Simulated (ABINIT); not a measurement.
## CdF2 in ABINIT: the effect of dispersion

CdF2:

```
Cd F
1.0
     0.00000    2.69400    2.69400
     2.69400    0.00000    2.69400
     2.69400    2.69400    0.00000
Cd F
1 2
Direct
  0.00000 0.00000 0.00000
  0.75000 0.75000 0.75000
  0.25000 0.25000 0.25000
```

Alike in all runs:

```yaml
Program: ABINIT 10.8.3 (patched build)
Task: equation of state
Functional: PBE
Potentials_or_basis: JTH PAW PBE v2.0
Cutoff: 626 eV
k_mesh: 9 × 9 × 9
Occupations: fermi-dirac, width 0.05 eV
Spin: no spin polarisation
```

| dispersion | V0 of scaled cells (Å³/atom) | B0 (GPa) |
| --- | --- | --- |
| none | 13.71 | 96 |
| D3 | ? | ? |
| D3(BJ) | 13.44 | 101 |
| D4 | 13.44 | 101 |

Q: What does the run with dispersion D3 give?

A: V0 of scaled cells 13.51 Å³/atom; B0 103 GPa.

Caveats: pressures at fixed basis lie under the slope of the energies.
